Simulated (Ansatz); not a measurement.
# C: input, output and frames of a trajectory

All numbers below come from DFT PBE+D3(BJ), scalar-relativistic, plane waves, PAW (Ansatz). Settings: plane waves to 420 eV, k-mesh 2×2×2 (shifted by 0.5, 0.5, 0.5 steps), Fermi–Dirac smearing 0.069 eV. The mesh is coarse. No spin polarisation.

18 atoms, starting at 1.02 times the perfect crystal's volume (space group R-3m, the cell as given, not relaxed at this level); Langevin thermostat and barostat at 800 K (friction 0.05 fs⁻¹), target pressure 0 GPa; 150 steps of 4 fs. The run is short and not equilibrated. The steps keep the starting cell's plane waves. The time step is on the long side.

The run converged.

It took 93 s on 4 threads of Intel(R) Xeon(R) 6975P-C (Granite Rapids), with other jobs on the host, peak memory 0.51 GiB.

Command:
```bash
ansatz run input.yaml --threads 4 --pin off --max-ram 5120MiB --backend cpu --events-out ev --progress --plain --runs-dir out
```

Input:
```yaml
crystal:
  lattice:
    - [1.2361592083, 3.5684842584, -3.3691771201]
    - [-2.4723184166, -2.8547874067, -3.3691771201]
    - [-4.9446368332, 2.8547874067, 3.3691771201]
  atoms:
    - { symbol: C, position: [0.7813333333, 0.448, 0.7213333333] }
    - { symbol: C, position: [0.1146666667, 0.448, 0.0546666667] }
    - { symbol: C, position: [0.448, 0.448, 0.388] }
    - { symbol: C, position: [0.7813333333, 0.1146666667, 0.388] }
    - { symbol: C, position: [0.1146666667, 0.1146666667, 0.7213333333] }
    - { symbol: C, position: [0.448, 0.1146666667, 0.0546666667] }
    - { symbol: C, position: [0.7813333333, 0.7813333333, 0.0546666667] }
    - { symbol: C, position: [0.1146666667, 0.7813333333, 0.388] }
    - { symbol: C, position: [0.448, 0.7813333333, 0.7213333333] }
    - { symbol: C, position: [0.8853333333, 0.552, 0.9453333333] }
    - { symbol: C, position: [0.2186666667, 0.552, 0.2786666667] }
    - { symbol: C, position: [0.552, 0.552, 0.612] }
    - { symbol: C, position: [0.8853333333, 0.2186666667, 0.612] }
    - { symbol: C, position: [0.2186666667, 0.2186666667, 0.9453333333] }
    - { symbol: C, position: [0.552, 0.2186666667, 0.2786666667] }
    - { symbol: C, position: [0.8853333333, 0.8853333333, 0.2786666667] }
    - { symbol: C, position: [0.2186666667, 0.8853333333, 0.612] }
    - { symbol: C, position: [0.552, 0.8853333333, 0.9453333333] }
basis:
  ecutwfc: 420
kpoints:
  mp_grid: { grid: [2, 2, 2], shift: [0.5, 0.5, 0.5] }
hamiltonian:
  xc: pbe
  dispersion: d3bj
scf:
  occupations: { method: fermi_dirac, width: 0.0689 }
  lower_state_search: "off"
  convergence: { dr2_threshold: 1.0e-07 }
output:
  forces: true
  stress: true
md:
  timestep: 4.0
  n_steps: 150
  ensemble: npt_langevin
  temperature: 800.0
  initial_velocities: maxwell_boltzmann
  seed: 42094
  friction: 0.05
  pressure: 0.0
```

Output (its end):
```
...
  E_nonlocal   = 492.952931
  E_hartree    = 826.878462
  E_xc         = -864.949705
  E_vxc        = -1071.042084  (∫ρ·V_xc dr)
  E_paw        = -1788.428496  (= ΣΔE_a)
  E_vpaw       = -122.734875  (= ΣTr[D̂ρ^β])
  E_aug_tail   = 0.000135  (compensation charges beyond the density's cutoff)
  E_ewald      = -2079.743629
  E_disp       = -2.803272  (pairwise vdW)
  E_smearing   = -0.005626  (= −TS)
  E_closure    = -0.000000  (closes the sum)
  Σ components = -4517.391460   (vs F -4517.391460, Δ=0.00e0)
--- Forces (eV/Å), atoms counted from 1 ---
  atom   1  C     -1.81994861     1.04638796    -0.58797440
  atom   2  C      1.42487091     0.11457713     1.33973196
  atom   3  C      3.35863931    -1.92541649    -1.40152596
  atom   4  C     -0.08595444     3.40550272    -0.67262965
  atom   5  C     -0.29722419     0.90399046     1.98465123
  atom   6  C      2.19227851    -0.14377966    -0.16732972
  atom   7  C      0.42938333     1.66912936     0.54838121
  atom   8  C      1.66533029    -1.82697498     0.36045560
  atom   9  C     -4.34418112     1.17615325     1.35838648
  atom  10  C     -0.97516892    -4.34634400    -0.72222153
  atom  11  C     -1.67701584     0.66938336    -0.68643715
  atom  12  C      3.65880062     4.78672642     0.49254522
  atom  13  C      0.17286870    -1.11349429    -0.08623182
  atom  14  C      0.08402451    -3.60575058    -1.33701168
  atom  15  C     -2.29236166     0.09139236     1.89816924
  atom  16  C     -2.07909401    -3.08775580     0.10659943
  atom  17  C      0.43316726     0.42036586    -1.18681269
  atom  18  C      0.15159429     1.76590800    -1.24076317
  max |Σ_I F_I| component: 1.74e-5 eV/Å
--- Stress (GPa, compression-positive) ---
        5.812810      -1.006172       1.360600
       -1.006172       6.686733      -0.827728
        1.360602      -0.827730      -2.290831
  P = ⅓ Tr σ = 3.4029 GPa (34.029 kbar)
--- MD trajectory: 150 steps, t = 0.0 → 600.0 fs ---
  final state: T = 491.2 K   F+E_penalty+E_count = -4517.38981905 eV   E_kin = 1.142883 eV
  conserved energy: peak-to-peak 4.030e-1 eV (2.239e-2 eV/atom) over 600.0 fs
  cell: V = 157.6952 Å³ at the end; means of 151 rows, the approach among them: V = 159.0415 Å³, P_inst = 1.6694 GPa
  mean static stress (GPa): xx 2.0980  yy 1.7726  zz -2.1199  yz -0.5055  xz 0.7242  xy -0.6675
  the result is of one more SCF, on plane waves selected at the last cell: its energy does not rank with the rows'
```

Frames along the run (Å, eV/Å; dE is the potential energy from the first frame):

```xyz
18
Lattice="1.236 3.568 -3.369 -2.472 -2.855 -3.369 -4.945 2.855 3.369" Properties=species:S:1:pos:R:3:forces:R:3 pbc="T T T" time_fs=0.00 dE_eV=0.0000 T_K=756
C    -3.708    3.568   -1.712   -0.013    0.007    0.815
C    -1.236   -0.714   -1.712   -0.013    0.007    0.815
C    -2.472    1.427   -1.712   -0.013    0.007    0.815
C    -1.236    3.568   -1.712   -0.013    0.007    0.815
C    -3.708    2.141    1.658   -0.013    0.007    0.815
C     0.000    1.427   -1.712   -0.013    0.007    0.815
C    -1.236    0.714   -5.081   -0.013    0.008    0.815
C    -3.708   -0.714   -1.712   -0.013    0.007    0.815
C    -4.945    1.427   -1.712   -0.013    0.007    0.815
C    -4.945    4.282   -1.658    0.013   -0.008   -0.815
C    -2.472    0.000   -1.658    0.013   -0.007   -0.815
C    -3.708    2.141   -1.658    0.013   -0.007   -0.815
C    -2.472    4.282   -1.658    0.013   -0.008   -0.815
C    -4.945    2.855    1.712    0.013   -0.007   -0.815
C    -1.236    2.141   -1.658    0.013   -0.007   -0.815
C    -2.472    1.427   -5.027    0.013   -0.007   -0.815
C    -4.945    0.000   -1.658    0.013   -0.008   -0.815
C    -6.181    2.141   -1.658    0.013   -0.007   -0.815
18
Lattice="1.227 3.541 -3.343 -2.453 -2.833 -3.343 -4.907 2.833 3.343" Properties=species:S:1:pos:R:3:forces:R:3 pbc="T T T" time_fs=56.00 dE_eV=1.9528 T_K=849
C    -3.689    3.535   -1.525    2.134   -0.692   -0.644
C    -1.181   -0.729   -1.758   -2.628    2.086    1.422
C    -2.548    1.373   -1.589    1.938    0.638    0.412
C    -1.244    3.547   -1.586    0.377   -0.359   -2.740
C    -3.695    2.195    1.669    0.759   -1.901    0.467
C    -0.061    1.519   -1.777   -0.564   -4.153    0.293
C    -1.213    0.765   -4.911   -1.288   -1.669   -2.778
C    -3.713   -0.738   -1.630   -0.129    2.392    0.269
C    -4.968    1.473   -1.565    0.673   -2.393    0.786
C    -4.850    4.264   -1.631   -2.267   -0.518    0.353
C    -2.494   -0.056   -1.570    1.981    0.756   -1.561
C    -3.738    2.104   -1.413    0.767    1.684   -1.287
C    -2.437    4.212   -1.693   -2.292    3.513    1.616
C    -4.928    2.883    1.663    0.675    0.502   -1.129
C    -1.309    2.146   -1.754   -0.113   -0.552    1.564
C    -2.474    1.440   -5.166    0.947   -2.063    3.072
C    -4.898    0.065   -1.514   -1.842   -1.971   -1.549
C    -6.187    2.110   -1.724    0.872    4.700    1.436
18
Lattice="1.229 3.547 -3.348 -2.457 -2.837 -3.348 -4.914 2.837 3.348" Properties=species:S:1:pos:R:3:forces:R:3 pbc="T T T" time_fs=108.00 dE_eV=1.8055 T_K=789
C    -3.635    3.574   -1.684   -3.146   -0.844    0.166
C    -1.149   -0.693   -1.534   -2.335   -1.875   -1.518
C    -2.433    1.385   -1.590   -0.716   -1.338   -1.280
C    -1.228    3.494   -1.548   -0.266   -0.538   -1.183
C    -3.640    2.141    1.659    0.785   -2.379    0.814
C     0.024    1.409   -1.677    1.417   -0.911   -0.658
C    -1.230    0.653   -4.966    0.370    1.915   -0.884
C    -3.587   -0.803   -1.653   -6.202   -0.222    0.173
C    -4.768    1.440   -1.749   -5.029   -2.424    0.464
C    -4.930    4.268   -1.566    2.023   -0.788   -0.502
C    -2.477   -0.103   -1.640    5.364    4.795    0.965
C    -3.611    2.173   -1.791    0.422   -1.620    1.453
C    -2.452    4.200   -1.593    1.965    3.638   -0.308
C    -4.844    2.830    1.602   -1.506    0.604    1.310
C    -1.219    2.057   -1.594    0.376    1.428    0.490
C    -2.487    1.351   -5.057    2.163   -0.593    1.514
C    -4.869   -0.049   -1.582    2.339    2.286   -1.735
C    -6.121    2.113   -1.747    1.975   -1.133    0.718
18
Lattice="1.228 3.544 -3.346 -2.455 -2.835 -3.346 -4.910 2.835 3.346" Properties=species:S:1:pos:R:3:forces:R:3 pbc="T T T" time_fs=164.00 dE_eV=1.2535 T_K=629
C    -3.597    3.464   -1.623    0.045    0.881   -0.960
C    -1.180   -0.799   -1.734    0.461    0.971    1.494
C    -2.420    1.330   -1.708    1.611   -0.325    0.235
C    -1.194    3.470   -1.727    1.316   -1.463    1.476
C    -3.672    2.073    1.712    3.714   -0.651    0.092
C     0.112    1.301   -1.627   -2.454    2.688   -0.266
C    -1.179    0.700   -5.018    0.387   -2.543    0.309
C    -3.661   -0.807   -1.654    2.106    1.495    0.539
C    -4.841    1.445   -1.728    1.325   -5.340   -0.014
C    -4.813    4.181   -1.583   -1.719   -0.312   -1.079
C    -2.383   -0.096   -1.671   -1.675   -0.078   -0.594
C    -3.616    2.077   -1.804    0.758    0.262    1.448
C    -2.364    4.189   -1.665   -2.303    0.349    0.053
C    -4.875    2.764    1.690    0.613   -0.884   -0.176
C    -1.172    2.012   -1.585    0.731    0.919   -1.455
C    -2.445    1.359   -4.949    1.795   -1.534   -1.159
C    -4.811   -0.083   -1.592   -4.012    2.759   -1.032
C    -6.037    2.049   -1.748   -2.699    2.807    1.088
18
Lattice="1.228 3.544 -3.346 -2.455 -2.835 -3.346 -4.911 2.835 3.346" Properties=species:S:1:pos:R:3:forces:R:3 pbc="T T T" time_fs=220.00 dE_eV=2.0195 T_K=630
C    -3.670    3.539   -1.452    2.938    1.335   -1.251
C    -1.157   -0.732   -1.383    0.131    0.832   -0.791
C    -2.435    1.440   -1.424    3.582   -0.382   -0.693
C    -1.125    3.613   -1.656   -1.331   -2.760   -0.278
C    -3.622    2.077    1.634    0.765    2.163    0.813
C     0.077    1.412   -1.460    1.564    0.636   -0.841
C    -1.120    0.682   -4.860   -1.526   -0.554   -1.312
C    -3.507   -0.805   -1.730   -4.341    4.639   -0.074
C    -4.769    1.415   -1.596   -1.661   -2.925   -0.432
C    -4.873    4.240   -1.499    1.634    0.873    0.934
C    -2.380   -0.057   -1.514    1.475    3.472    0.593
C    -3.630    2.174   -1.426    1.393   -2.380   -0.539
C    -2.395    4.212   -1.721   -0.899    0.930    1.486
C    -4.839    2.821    1.961    0.588    0.060   -1.398
C    -1.128    2.196   -1.500   -1.393   -2.779    0.512
C    -2.346    1.417   -5.050    0.956   -3.294    0.899
C    -4.805   -0.058   -1.775    0.511    0.640    0.984
C    -5.955    2.107   -1.626   -4.385   -0.506    1.388
18
Lattice="1.237 3.570 -3.370 -2.473 -2.856 -3.370 -4.946 2.856 3.370" Properties=species:S:1:pos:R:3:forces:R:3 pbc="T T T" time_fs=272.00 dE_eV=1.0845 T_K=837
C    -3.720    3.535   -1.525   -2.502    1.283    0.699
C    -1.298   -0.676   -1.478    2.275   -1.752   -0.891
C    -2.522    1.429   -1.396    2.132   -0.915   -0.457
C    -1.285    3.557   -1.452    0.934    1.235   -0.546
C    -3.671    2.141    1.779   -3.363    0.501    1.616
C     0.005    1.433   -1.454   -0.735   -0.782   -0.203
C    -1.271    0.699   -4.927    0.548   -0.871    0.437
C    -3.723   -0.728   -1.401    1.290   -1.126   -0.771
C    -4.944    1.424   -1.383   -1.672   -3.570    0.325
C    -5.035    4.290   -1.560    3.358   -0.287    0.461
C    -2.495    0.012   -1.469   -0.936    0.252    1.006
C    -3.753    2.064   -1.356    1.910    4.708   -0.941
C    -2.526    4.324   -1.492    1.321   -3.437   -0.430
C    -4.957    2.870    1.874    0.203   -0.410   -0.245
C    -1.258    2.139   -1.469   -0.561    0.099    0.635
C    -2.472    1.420   -4.896   -2.204   -0.563    0.822
C    -4.937   -0.078   -1.361   -0.529    3.567   -0.888
C    -6.158    2.095   -1.435   -1.467    2.069   -0.631
18
Lattice="1.239 3.577 -3.377 -2.478 -2.862 -3.377 -4.957 2.862 3.377" Properties=species:S:1:pos:R:3:forces:R:3 pbc="T T T" time_fs=328.00 dE_eV=2.3645 T_K=427
C    -3.782    3.493   -1.236   -0.758    3.662    0.701
C    -1.268   -0.697   -1.320   -3.827   -2.338   -0.826
C    -2.611    1.383   -1.371   -0.114    5.448    1.554
C    -1.310    3.665   -1.355    0.647   -2.841    0.957
C    -3.901    2.125    2.090    5.111    0.392   -1.381
C    -0.175    1.444   -1.371    0.831    0.877    1.426
C    -1.273    0.713   -4.795   -1.469   -2.299    1.197
C    -3.728   -0.722   -1.475   -2.369   -0.664   -0.881
C    -5.020    1.363   -1.363   -4.309    0.064    0.184
C    -5.008    4.241   -1.317    1.283    2.040   -0.036
C    -2.539    0.064   -1.465    0.744   -5.034    0.700
C    -3.888    2.123   -1.186    3.172   -2.564   -1.861
C    -2.544    4.321   -1.205   -2.146   -1.496   -0.740
C    -5.077    2.852    2.077    0.605    2.333   -0.059
C    -1.413    2.188   -1.236    1.940   -0.457   -2.015
C    -2.492    1.413   -4.820   -1.407    1.630    0.147
C    -5.033   -0.096   -1.571   -0.473    2.226    2.842
C    -6.358    2.141   -1.254    2.539   -0.978   -1.907
18
Lattice="1.236 3.568 -3.369 -2.472 -2.854 -3.369 -4.944 2.854 3.369" Properties=species:S:1:pos:R:3:forces:R:3 pbc="T T T" time_fs=380.00 dE_eV=1.5803 T_K=608
C    -3.871    3.521   -1.363   -0.542   -0.364    0.850
C    -1.337   -0.824   -1.116   -2.891    2.842   -0.312
C    -2.586    1.389   -1.090   -1.780   -0.424   -1.371
C    -1.374    3.441   -1.364   -0.560    4.792    0.345
C    -3.784    2.028    2.209   -3.765    1.278   -1.362
C    -0.104    1.401   -1.326   -2.623   -3.316    0.676
C    -1.391    0.600   -4.622    0.178    2.467   -0.739
C    -3.908   -0.796   -1.183    4.992    0.093   -0.087
C    -5.112    1.393   -1.170    2.969   -2.912   -1.535
C    -5.137    4.214   -1.287    1.878   -1.153    0.591
C    -2.599   -0.021   -1.029   -0.611   -2.245   -0.979
C    -3.877    2.104   -1.258    0.882   -0.824    0.874
C    -2.634    4.208   -1.273    1.499   -1.067   -0.283
C    -5.099    2.777    2.188    2.764    0.588   -0.138
C    -1.385    2.098   -1.325    1.611   -3.011    0.713
C    -2.608    1.352   -4.671   -1.240   -1.074    0.474
C    -5.073   -0.112   -1.288   -1.269    3.172    1.747
C    -6.297    2.055   -1.315   -1.494    1.158    0.535
18
Lattice="1.236 3.568 -3.369 -2.472 -2.855 -3.369 -4.944 2.855 3.369" Properties=species:S:1:pos:R:3:forces:R:3 pbc="T T T" time_fs=436.00 dE_eV=1.7640 T_K=659
C    -3.918    3.535   -1.060    1.545    2.096   -0.785
C    -1.367   -0.597   -1.250    1.704   -5.478   -0.434
C    -2.601    1.412   -1.173   -1.046    1.141    0.418
C    -1.404    3.623   -1.188    2.768   -4.269    0.348
C    -3.793    2.087    2.092   -0.984    0.643    0.023
C    -0.178    1.399   -1.322    4.025    0.082    0.332
C    -1.324    0.716   -4.651   -2.404   -0.977    0.223
C    -3.725   -0.726   -1.377   -5.935   -1.739    0.963
C    -5.049    1.355   -1.179   -2.873    1.752   -0.914
C    -5.092    4.356   -1.260    0.752   -1.674    1.010
C    -2.595   -0.012   -1.208    1.283    3.540   -0.571
C    -3.905    2.128   -1.098    2.916   -0.416   -0.142
C    -2.607    4.236   -1.054   -2.165    1.564   -1.246
C    -5.048    2.815    2.009    0.268    2.054    1.074
C    -1.347    2.098   -1.181   -2.685    2.380   -0.345
C    -2.617    1.412   -4.655    1.780    0.798   -0.457
C    -5.030   -0.031   -1.355    0.687   -1.721    0.748
C    -6.308    2.112   -1.235    0.363    0.225   -0.246
18
Lattice="1.233 3.559 -3.360 -2.466 -2.847 -3.360 -4.932 2.847 3.360" Properties=species:S:1:pos:R:3:forces:R:3 pbc="T T T" time_fs=492.00 dE_eV=1.4718 T_K=922
C    -3.789    3.643   -1.191    0.899   -2.552    0.667
C    -1.299   -0.650   -1.055   -0.254    0.403   -1.032
C    -2.543    1.455   -1.145   -1.036    0.117   -0.128
C    -1.357    3.587   -1.087   -0.046    0.688   -0.711
C    -3.799    2.140    2.506    0.769    2.260   -1.422
C    -0.092    1.503   -1.044   -0.744   -0.423   -0.165
C    -1.355    0.742   -4.557   -0.403    2.491   -0.458
C    -3.785   -0.639   -1.084   -2.258   -0.049   -0.715
C    -4.983    1.515   -0.967   -2.337   -2.264   -1.078
C    -4.996    4.303   -1.236   -2.243    1.518    1.281
C    -2.560    0.066   -1.140    1.456   -1.421    0.603
C    -3.771    2.170   -1.153   -0.724    1.704    0.427
C    -2.542    4.314   -1.005   -2.419   -0.194   -0.216
C    -4.990    2.961    2.401   -1.728   -3.395    0.076
C    -1.357    2.155   -1.163    2.148    1.188    0.606
C    -2.694    1.544   -4.587    5.543   -3.675    1.189
C    -5.047    0.003   -0.988    1.328    3.212    0.969
C    -6.282    2.209   -1.053    2.049    0.394    0.106
18
Lattice="1.233 3.560 -3.361 -2.466 -2.848 -3.361 -4.932 2.848 3.361" Properties=species:S:1:pos:R:3:forces:R:3 pbc="T T T" time_fs=544.00 dE_eV=2.2900 T_K=604
C    -3.770    3.642   -1.002    2.471   -2.421    0.085
C    -1.271   -0.727   -1.192   -0.570   -0.818    1.715
C    -2.529    1.418   -1.133   -1.944    1.793   -0.474
C    -1.287    3.634   -0.866    1.055   -2.294   -1.823
C    -3.681    2.124    2.498   -1.040    4.570   -0.850
C    -0.126    1.435   -1.126    0.759    0.327    1.076
C    -1.264    0.682   -4.356   -0.645   -0.036   -0.712
C    -3.698   -0.773   -1.053   -0.126    2.582   -0.123
C    -5.024    1.391   -1.247    0.945    3.641    2.068
C    -4.982    4.215   -1.075   -1.237    4.242   -0.065
C    -2.515   -0.042   -1.118    1.480    2.303   -0.763
C    -3.834    2.257   -1.188    2.546   -4.789    0.784
C    -2.488    4.342   -0.789   -1.223   -2.087   -0.963
C    -5.016    2.843    2.361    1.943    0.496   -1.075
C    -1.343    2.213   -1.154    0.543   -1.901    1.575
C    -2.469    1.417   -4.369   -1.932   -0.959    1.030
C    -4.863    0.016   -1.032   -4.149   -1.925    0.037
C    -6.280    2.144   -1.001    1.123   -2.724   -1.520
18
Lattice="1.229 3.547 -3.349 -2.458 -2.838 -3.349 -4.916 2.838 3.349" Properties=species:S:1:pos:R:3:forces:R:3 pbc="T T T" time_fs=600.00 dE_eV=1.7490 T_K=491
C    -3.740    3.400   -0.999   -1.820    1.046   -0.588
C    -1.326   -0.760   -1.094    1.425    0.114    1.340
C    -2.616    1.348   -0.942    3.359   -1.926   -1.402
C    -1.252    3.401   -1.069   -0.086    3.406   -0.672
C    -3.805    1.984    2.169   -0.297    0.904    1.985
C    -0.116    1.338   -1.017    2.193   -0.144   -0.167
C    -1.252    0.577   -4.396    0.430    1.669    0.548
C    -3.777   -0.783   -1.025    1.666   -1.827    0.361
C    -4.989    1.200   -1.105   -4.344    1.176    1.358
C    -4.932    4.238   -1.001   -0.976   -4.346   -0.722
C    -2.540   -0.074   -0.947   -1.677    0.669   -0.687
C    -3.863    1.916   -1.031    3.659    4.787    0.492
C    -2.524    4.118   -1.074    0.173   -1.113   -0.086
C    -5.008    2.800    2.331    0.084   -3.606   -1.337
C    -1.307    2.028   -1.129   -2.293    0.091    1.898
C    -2.449    1.355   -4.414   -2.080   -3.088    0.107
C    -5.032   -0.183   -1.029    0.433    0.421   -1.187
C    -6.217    1.966   -0.975    0.151    1.766   -1.241
```